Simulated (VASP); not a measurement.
# SnO2 (Cassiterite) (P4_2/mnm) in VASP: a series of runs

One crystal, SnO2 (Cassiterite), is run at these levels: LDA; tasks: single point.

Everything below comes from runs of VASP 6.6.1. Logs are shortened: lines on timing, memory, paths and dates and some standing lists are left out, and cuts for length are marked.

**1. The structure**

Symmetry: P4_2/mnm, No. 136, tetragonal system. Conventional cell: a = 4.738 Å, b = 4.738 Å, c = 3.187 Å, α = 90.00°, β = 90.00°, γ = 90.00°. Around Sn (site symmetry mmm) lie 6 O at 2.05 to 2.06 Å. Around O (site symmetry m2m) lie 3 Sn at 2.05 to 2.06 Å.

**2. Single point, LDA**

The input, INCAR:

```
SYSTEM = SnO2
PREC     = Accurate       ! precision mode
ENCUT    = 520            ! plane-wave cutoff, eV
EDIFF    = 1E-6           ! SCF threshold, eV
ISMEAR   = 0              ! smearing method
SIGMA    = 0.01           ! smearing width, eV
LREAL    = .FALSE.        ! projectors in reciprocal space
LASPH    = .TRUE.         ! aspherical terms in the spheres
NELM     = 100            ! most SCF steps
ALGO     = Normal         ! electronic algorithm
ISIF     = 2              ! what is computed and relaxed
LWAVE    = .FALSE.        ! write WAVECAR
LCHARG   = .TRUE.         ! write CHGCAR
GGA      = CA             ! functional
LELF     = .TRUE.         ! ELF
LVHAR    = .TRUE.       
NBANDS   = 35             ! bands
```

The input, KPOINTS:

```
regular mesh
0
G
  4 4 5
  0 0 0
```

The input, POSCAR:

```
SnO2
1.0
    4.7380000000      0.0000000000      0.0000000000
    0.0000000000      4.7380000000      0.0000000000
    0.0000000000      0.0000000000      3.1865000000
Sn O
2 4
Direct
    0.0000000000      0.0000000000      0.0000000000
    0.5000000000      0.5000000000      0.5000000000
    0.3071000000      0.3071000000      0.0000000000
    0.1929000000      0.8071000000      0.5000000000
    0.6929000000      0.6929000000      0.0000000000
    0.8071000000      0.1929000000      0.5000000000
```

Potentials or basis: VASP PAW LDA potentials, release 64 (Sn_d, O).

The run is started by

```console
cat potpaw_LDA.64/Sn_d/POTCAR potpaw_LDA.64/O/POTCAR > POTCAR
mpirun -np 1 vasp_std > vasp.out
```

OUTCAR:

```text
SYSTEM = SnO2
   PREC = Accurate
   ENCUT = 520
   EDIFF = 1E-6
   ISMEAR = 0
   LREAL = .FALSE.
   LASPH = .TRUE.
   NELM = 100
   ISIF = 2
   GGA = CA

 ion  position               nearest neighbor table
   1  0.000  0.000  0.000-   4 2.05   6 2.05   4 2.05   6 2.05   5 2.06   3 2.06   2 3.71   2 3.71
                             2 3.71   2 3.71   2 3.71   2 3.71   2 3.71   2 3.71
   2  0.500  0.500  0.500-   3 2.05   5 2.05   3 2.05   5 2.05   4 2.06   6 2.06   1 3.71   1 3.71
                             1 3.71   1 3.71   1 3.71   1 3.71   1 3.71   1 3.71
   3  0.307  0.307  0.000-   2 2.05   2 2.05   1 2.06
   4  0.193  0.807  0.500-   1 2.05   1 2.05   2 2.06
   5  0.693  0.693  0.000-   2 2.05   2 2.05   1 2.06
   6  0.807  0.193  0.500-   1 2.05   1 2.05   2 2.06

  LATTYP: Found a simple tetragonal cell.
 ALAT       =     4.7380000000
 C/A-ratio  =     0.6725411566

  Lattice vectors:

 A1 = (   4.7380000000,   0.0000000000,   0.0000000000)
 A2 = (   0.0000000000,   4.7380000000,   0.0000000000)
 A3 = (   0.0000000000,   0.0000000000,   3.1865000000)

Analysis of symmetry for initial positions (statically):
=====================================================================
 Subroutine PRICEL returns:
 Original cell was already a primitive cell.

 Routine SETGRP: Setting up the symmetry group for a
 simple tetragonal supercell.

 Subroutine GETGRP returns: Found 16 space group operations
 (whereof  8 operations were pure point group operations)
 out of a pool of 16 trial point group operations.

The static configuration has the point symmetry D_2h.
 The point group associated with its full space group is D_4h.

Analysis of symmetry for dynamics (positions and initial velocities):
=====================================================================
 Subroutine PRICEL returns:
 Original cell was already a primitive cell.

 Routine SETGRP: Setting up the symmetry group for a
 simple tetragonal supercell.

 Subroutine GETGRP returns: Found 16 space group operations
 (whereof  8 operations were pure point group operations)
 out of a pool of 16 trial point group operations.

The dynamic configuration has the point symmetry D_2h.
 The point group associated with its full space group is D_4h.

 Subroutine INISYM returns: Found 16 space group operations
 (whereof  8 operations are pure point group operations),
 and found     1 'primitive' translations

----------------------------------------------------------------------------------------
[... 98 lines left out ...]
   IBRION =     -1    ionic relax: 0-MD 1-quasi-New 2-CG
   NFREE  =      0    steps in history (QN), initial steepest desc. (CG)
   ISIF   =      2    stress and relaxation
   ISYM   =      2    0-nonsym 1-usesym 2-fastsym
   POTIM  = 0.5000    time-step for ionic-motion
   TEBEG  =    0.0;   TEEND  =   0.0 temperature during run
   PSTRESS=    0.0 pullay stress
   NELECT =      52.0000    total number of electrons
   NUPDOWN=      -1.0000    fix difference up-down
   EMIN   =  10.00;   EMAX   =-10.00  energy-range for DOS
   EFERMI =   0.00;   METHOD = LEGACY
   ISMEAR =     0;   SIGMA  =   0.01  broadening in eV -4-tet -1-fermi 0-gaus
   EFERMI_NEDOS =   21; number of points for ismear=-14 and -15
   IALGO  =     38    algorithm
   IMIX   =      4    mixing-type and parameters
     AMIX     =   0.40;   BMIX     =  1.00
     AMIX_MAG =   1.60;   BMIX_MAG =  1.00
  volume/ion in A,a.u.               =      11.92        80.45
  Fermi-wavevector in a.u.,A,eV,Ry     =   1.472000  2.781677 29.480903  2.166785
  Thomas-Fermi vector in A             =   2.587068
   LORBIT       =      0    0 simple, 1 ext, 2 COOP (PROOUT), +10 PAW based schemes
   GGA     = CA    functional components
   LHFCALC =     F    Hartree Fock is set to
   AEXX    =    0.0000 exact exchange contribution
   IVDW    =     0    specifies the selected vdW correction
   LEPSILON=     F    determine dielectric tensor
   LRPA    =     F    only Hartree local field effects (RPA)
 non-spin polarized calculation
 Gauss-broadening in eV      SIGMA  =   0.01
  energy-cutoff  :      520.00
  volume of cell :       71.53
 maximum number of plane-waves:      1956
 NGX is ok and might be reduce to    36
   NGX = 17   NGY = 17   NGZ = 11

 number of electron      51.9999993 magnetization

 Free energy of the ion-electron system (eV)
  ---------------------------------------------------
  ext. energy  EPLUGINS =         0.00000000
  ---------------------------------------------------
  free energy    TOTEN  =       -42.27515908 eV

  energy without entropy =      -42.27515908  energy(sigma->0) =      -42.27515908

 E-fermi :   5.9137     XC(G=0): -11.7992

 val. band max:        5.8664663831   @ k =   0.0000   0.0000   0.0000
 cond. band min:       7.0345770658   @ k =   0.0000   0.0000   0.0000
 fundamental gap:      1.1681106827
 Fermi energy:         5.9137404620

 k-point     1 :       0.0000    0.0000    0.0000
  band No.  band energies     occupation
      1     -15.1401      2.00000
      2     -14.3945      2.00000
      3     -14.1007      2.00000
      4     -14.0852      2.00000
      5     -14.0852      2.00000
      6     -13.9881      2.00000
[... 673 lines left out ...]
     34      16.7240      0.00000
     35      18.7130      0.00000

------------------------ aborting loop because EDIFF is reached ----------------------------------------

  FORCE on cell =-STRESS in cart. coord.  units (eV):
  Direction    XX          YY          ZZ          XY          YZ          ZX
  --------------------------------------------------------------------------------------
  -------------------------------------------------------------------------------------
  Total       -0.0989699     -0.0989699      0.6031678     -0.0000000      0.0000000      0.0000000
  in kB       -2.2167137     -2.2167137     13.5096681     -0.0000000      0.0000000      0.0000000
  external PRESSURE =       3.0254136 kB  Pullay stress =       0.0000000 kB

 VOLUME and BASIS-vectors are now :
 -----------------------------------------------------------------------------
  energy-cutoff  :      520.00
  volume of cell :       71.53
      direct lattice vectors                 reciprocal lattice vectors
     4.738000000  0.000000000  0.000000000     0.211059519  0.000000000  0.000000000
     0.000000000  4.738000000  0.000000000     0.000000000  0.211059519  0.000000000
     0.000000000  0.000000000  3.186500000     0.000000000  0.000000000  0.313823945

 POSITION                                       TOTAL-FORCE (eV/Angst)
 -----------------------------------------------------------------------------------
      0.00000      0.00000      0.00000         0.000000     -0.000000      0.000000
      2.36900      2.36900      1.59325         0.000000     -0.000000      0.000000
      1.45504      1.45504      0.00000        -0.127819     -0.127819      0.000000
      0.91396      3.82404      1.59325         0.127819     -0.127819      0.000000
      3.28296      3.28296      0.00000         0.127819      0.127819      0.000000
      3.82404      0.91396      1.59325        -0.127819      0.127819      0.000000
 -----------------------------------------------------------------------------------
    total drift:                               -0.000000      0.000000      0.000000

  FREE ENERGIE OF THE ION-ELECTRON SYSTEM (eV)
  ---------------------------------------------------
  free  energy   TOTEN  =       -42.2751590818 eV

  energy  without entropy=      -42.2751590818  energy(sigma->0) =      -42.27515908
```

Run time: 19 s. Hardware: 1 thread of Intel Xeon Platinum 8488C (Sapphire Rapids), shared host; peak memory 0.16 GiB.

What came out:

```
Free energy            : -42.2752 eV
Pressure               : 0.3 GPa
Largest force          : 0.181 eV/Å
Band gap on the k mesh : 1.17 eV, direct
```

Forces in eV/Å, atoms in the order of the input:
```
Sn   0.000  0.000  0.000
Sn   0.000  0.000  0.000
O   -0.128 -0.128  0.000
O    0.128 -0.128  0.000
O    0.128  0.128  0.000
O   -0.128  0.128  0.000
```

Levels at points of the mesh, in eV from the valence-band top:
```tsv
k point	band 22	band 23	band 24	band 25	band 26	band 27	band 28	band 29	band 30	band 31
(0.00, 0.00, 0.00)	-1.26	-1.26	-0.81	-0.81	0.00	1.17	5.92	6.09	6.09	10.11
(0.50, 0.00, 0.00)	-2.01	-1.23	-1.23	-0.66	-0.66	4.31	4.31	6.82	6.82	10.72
(0.50, 0.50, 0.00)	-2.02	-1.35	-1.35	-0.92	-0.92	4.68	4.68	7.30	7.30	10.73
```

Caveat: spin-orbit coupling is left out, which moves the levels of the heavy elements. Expect the measured gap to be larger: semilocal functionals such as LDA lack the derivative discontinuity.

**3. Single point, LDA**

The input, INCAR:

```
SYSTEM = SnO2
PREC = Accurate
ENCUT = 520
EDIFF = 1E-6
ISMEAR = 0
SIGMA = 0.01
LREAL = .False.
LASPH = .True.
NELM = 100
ALGO = Fast
ISIF = 2
LWAVE = .False.
LCHARG = .True.
LELF = .True.
LVHAR = .True.
NBANDS = 35
```

The input, KPOINTS:

```
Automatic mesh
0
Gamma
  4 4 5
  0 0 0
```

POSCAR is that of step 2.

Potentials or basis: VASP PAW LDA potentials, release 64 (Sn_d, O).

The run is started by

```console
cat potpaw_LDA.64/Sn_d/POTCAR potpaw_LDA.64/O/POTCAR > POTCAR
mpirun -np 1 vasp_std > vasp.out
```

It took 27 s on 1 thread of Intel Xeon Platinum 8488C (Sapphire Rapids), shared host; peak memory 0.16 GiB.

Results (log left out):

* Free energy: -42.2752 eV
* Pressure: 0.3 GPa
* Largest force: 0.181 eV/Å
* Band gap on the k mesh: 1.17 eV, direct

Forces on the atoms (eV/Å):
```
Sn   0.000  0.000  0.000
Sn   0.000  0.000  0.000
O   -0.128 -0.128  0.000
O    0.128 -0.128  0.000
O    0.128  0.128  0.000
O   -0.128  0.128  0.000
```

Stress tensor (GPa, compression positive):
```
-0.21  0.00  0.00
 0.00 -0.21  0.00
 0.00  0.00  1.36
```

Levels at points of the mesh, in eV from the valence-band top:
| k point | band 22 | band 23 | band 24 | band 25 | band 26 | band 27 | band 28 | band 29 | band 30 | band 31 |
| --- | --- | --- | --- | --- | --- | --- | --- | --- | --- | --- |
| (0.00, 0.00, 0.00) | -1.26 | -1.26 | -0.81 | -0.81 | 0.00 | 1.17 | 5.92 | 6.09 | 6.09 | 10.11 |
| (0.50, 0.00, 0.00) | -2.01 | -1.22 | -1.22 | -0.66 | -0.66 | 4.31 | 4.31 | 6.82 | 6.82 | 10.72 |
| (0.50, 0.50, 0.00) | -2.02 | -1.35 | -1.35 | -0.92 | -0.92 | 4.68 | 4.68 | 7.30 | 7.30 | 10.73 |

Caveat: spin-orbit coupling is left out, which moves the levels of the heavy elements.
